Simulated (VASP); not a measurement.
## Si in VASP 6.6.1, single-point calculation

INCAR

```
LCHARG = .FALSE.
NELM = 81
NSW = 0
ISPIN = 2
ISMEAR = 0
ENCUT = 520
LASPH = .TRUE.
PREC = Accurate
LWAVE = .FALSE.
MAGMOM = 0.5 0.5
EDIFF = 1E-8
NBANDS = 11
ISIF = 2
IBRION = -1
GGA = CA
SIGMA = 0.01
LREAL = .FALSE.
```

KPOINTS

```
KPOINTS created by Atomic Simulation Environment
0
Gamma
8 8 8
0 0 0
```

POSCAR

```
Si
 1.0000000000000000
     0.0000000000000000    2.7221188960354810    2.7221188960354810
     2.7221188960354810   -0.0000000000000000    2.7221188960354810
     2.7221188960354810    2.7221188960354810   -0.0000000000000000
 Si
   2
Cartesian
 -0.0000000000000000  0.0000000000000000 -0.0000000000000000
  1.3610594480177407  1.3610594480177407  1.3610594480177407
```

The recommended LDA PAW datasets give the neutral cell 8 valence electrons.

Command

```
mpirun -np 1 vasp_std
```

Problem. Predict the outcome of this run.

Solution. It converged. Results: pressure -2.1 GPa; magnetic moment of the cell 0.00 μB.

OSZICAR

```
N       E                     dE             d eps       ncg     rms          rms(c)
DAV:   1     0.522252975756E+01    0.52225E+01   -0.30205E+03  1276   0.524E+02
DAV:   2    -0.114631415917E+02   -0.16686E+02   -0.15888E+02  1745   0.836E+01
DAV:   3    -0.120471940673E+02   -0.58405E+00   -0.58200E+00  1645   0.129E+01
DAV:   4    -0.120519944238E+02   -0.48004E-02   -0.47996E-02  1547   0.145E+00
DAV:   5    -0.120520400053E+02   -0.45582E-04   -0.45580E-04  1580   0.127E-01    0.528E+00
DAV:   6    -0.119820153150E+02    0.70025E-01   -0.10482E-01  1457   0.129E+00    0.302E+00
DAV:   7    -0.118912108364E+02    0.90804E-01   -0.12558E-01  1458   0.147E+00    0.119E+00
DAV:   8    -0.119097222589E+02   -0.18511E-01   -0.84638E-03  1575   0.515E-01    0.339E-01
DAV:   9    -0.119095599652E+02    0.16229E-03   -0.39163E-04  1423   0.119E-01    0.126E-01
DAV:  10    -0.119095446863E+02    0.15279E-04   -0.34385E-04  1446   0.773E-02    0.400E-02
DAV:  11    -0.119095516949E+02   -0.70086E-05   -0.16286E-05  1463   0.258E-02    0.291E-02
DAV:  12    -0.119095544832E+02   -0.27884E-05   -0.21392E-06  1518   0.856E-03    0.859E-03
DAV:  13    -0.119095549295E+02   -0.44625E-06   -0.47936E-07  1443   0.337E-03    0.178E-03
DAV:  14    -0.119095549517E+02   -0.22215E-07   -0.24599E-08  1540   0.888E-04    0.367E-04
DAV:  15    -0.119095549525E+02   -0.82093E-09   -0.70379E-10   836   0.146E-04
   1 F= -.11909555E+02 E0= -.11909555E+02  d E =-.668767E-54  mag=     0.0000
```

Standard output (part)

```
POSCAR found type information on POSCAR Si
 POSCAR found :  1 types and       2 ions
 LDA part: xc-table for (Slater(with rela. corr.)+CA(PZ))
 , standard interpolation
 POSCAR, INCAR and KPOINTS ok, starting setup
 WAVECAR not read
 entering main loop
```

For comparison, a separate LDA run of the intended cell, on usual settings and not on those above, gives a gap of 0.53 eV on its mesh and a pressure of -2.1 GPa.
